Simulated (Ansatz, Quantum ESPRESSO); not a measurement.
## AlN [001], rock salt: pulling along c

The c axis is held at a set length while the cell relaxes sideways. How do the lateral strain and the stress follow? The strained cell has c along the load; unstrained it is a = 2.8599 Å, b = 2.8599 Å, c = 4.0445 Å, α = 90.00°, β = 90.00°, γ = 90.00°, with 4 atoms. The symmetry of the cell is held, so distortions that would lower it, which this phase may prefer, aren't tested.

Calculated with Ansatz 0.2.0, PBEsol, PAW files of the set soft_1, cutoff 600 eV, Fermi–Dirac smearing 0.02 eV, k-mesh 10×10×7, no spin polarisation, no spin-orbit coupling.

Relaxed positions at 0 %:

```
atom       x       y       z
  Al  0.0000  0.0000  0.0000
  Al  0.5000  0.5000  0.5000
   N  0.0000  0.0000  0.5000
   N  0.5000  0.5000  0.0000
```

```csv
ε_c (%),a (Å),c (Å),ε_a (%),"σ (GPa, tension positive)"
−3,2.8850,3.9232,0.877,−12.88
−1,2.8679,4.0041,0.278,−3.83
0,2.8599,4.0445,0.000,0.00
1,2.8524,4.0850,−0.263,3.41
2,2.8452,4.1254,−0.514,6.44
3,2.8384,4.1658,−0.751,9.14
```

**Question.** Fit both responses and give the free strain and the stress at −2 %, a row left out above.

Least squares with y = y0 + y1 ε + y2 ε² (ε in %) gives ε_a = 0.000 + (−0.2712) ε + (0.0070) ε² and σ = −0.01 + (3.661) ε + (−0.208) ε² GPa. The linear terms put the ratio of free to applied strain at −0.271 and the Young modulus at 366 GPa.

At −2 % the free strain comes out as 0.571 %. The run itself gives 0.570 %, so the estimate misses by 0.001 %, a rounding's worth.

The stress comes out as −8.16 GPa. The run itself gives −8.11 GPa, so the estimate misses by 0.05 GPa; the fitted rows themselves lie up to 0.05 GPa off the law.

Along a cube axis ν = C12/(C11 + C12) and Y = (C11 − C12)(C11 + 2C12)/(C11 + C12), so C11 = Y(1 − ν)/[(1 + ν)(1 − 2ν)] = 459 GPa and C12 = 171 GPa.

The negative ε² term means that the crystal stiffens in compression and softens in tension.

The same fit over all rows at other levels or in other programs gives the strain ratio = −0.271 with PBEsol (Quantum ESPRESSO, GBRV) and −0.263 with PBEsol (Quantum ESPRESSO, PseudoDojo).

[Logs are printed without paths, hosts, clocks, repeated set-up lines and the standing remarks that a program may print on its own settings, such as how far it seeks lower states.]
